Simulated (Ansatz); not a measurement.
Two Ansatz runs on Si

The geometry is COD entry 9011656, unchecked; take it as a test cell.

First run: DFT, PBE, PAW with Ansatz's default frozen-core files, scalar-relativistic (Ansatz 0.2.0).

Command: `ansatz run input.yaml --threads 1 --pin off --max-ram 2048MiB --backend cpu --events-out ev --progress --plain --runs-dir out` The run took 20 s on 1 thread of Arm Neoverse V1 (shared host), peak memory 0.64 GiB.

```yaml
crystal:
  lattice:
    - [-2.251, 2.3685, 1.275]
    - [2.251, -2.3685, 1.275]
    - [2.251, 2.3685, -1.275]
  atoms:
    - { symbol: Si, position: [0.807, 0.557, 0.25] }
    - { symbol: Si, position: [0.193, 0.443, 0.75] }
kpoints:
  mp_grid: { grid: [16, 16, 16] }
scf:
  occupations: { method: fermi_dirac, width: 0.05 }
hamiltonian:
  xc: pbe
  pseudopotentials: { kind: paw }
output:
  forces: true
  stress: true
  eigenvalues: true
  efg: { contact_densities: true }
basis:
  ecutwfc: 800
```

Result: converged; pressure 15.76 GPa; largest force 0.003 eV/Å; no gap on the k mesh; 6 SCF iterations.

A second input differs as follows:

```diff
@@ -10,5 +10,6 @@
   mp_grid: { grid: [16, 16, 16] }
 scf:
-  occupations: { method: fermi_dirac, width: 0.05 }
+  occupations: { method: gaussian, width: 5.0 }
+  max_iter: 60
 hamiltonian:
   xc: pbe
```

What is wrong with it, and what does the program do?

The fault is a smearing of electronvolts. The run converged; energy at zero smearing +68.5 meV/atom from the first run; pressure 33.2 GPa; largest force 0.103 eV/Å; no gap on the k mesh; 6 SCF iterations. Such numbers aren't properties of the crystal. The log ends:
```
        0.000000       0.000000      30.113410
  P = ⅓ Tr σ = 33.2211 GPa (332.211 kbar)
--- PAW observables at the nuclei: V_zz in 10²¹ V/m², potentials from the cell's mean, atoms counted from 1 ---
  atom   1  Si V_zz =    -1.505457   η = 0.2360   by run symmetry: allowed
            electrostatic potential = -1363.476000 V   contact ρ = 12813.976791 e/Å³
  atom   2  Si V_zz =    -1.505457   η = 0.2360   by run symmetry: allowed
            electrostatic potential = -1363.476000 V   contact ρ = 12813.976791 e/Å³
--- Band table (eV; the first three rows and the last of 621) ---
  k-point 0: bands = ["-3.5366", "8.3173", "8.7518", "9.6368", "12.3477", "19.0196", "20.4030", "21.3159", "21.8926", "22.0476", "23.3202", "24.3739", "24.5544", "25.1345"]
  k-point 1: bands = ["-3.4837", "7.6382", "8.6258", "10.2208", "12.7482", "18.2992", "20.6800", "21.3452", "21.7820", "21.8924", "23.4528", "24.3579", "24.7876", "25.2270"]
  k-point 2: bands = ["-3.3251", "6.3852", "8.7368", "10.7862", "13.8601", "17.1646", "20.0565", "21.2078", "21.5411", "22.2925", "23.8502", "24.1314", "25.4109", "25.7116"]
  k-point 620: bands = ["2.0777", "3.0845", "3.5616", "3.8809", "17.0465", "17.7968", "25.5049", "26.1985", "26.2462", "26.4237", "27.2690", "27.4390", "27.9270", "28.5886"]
```
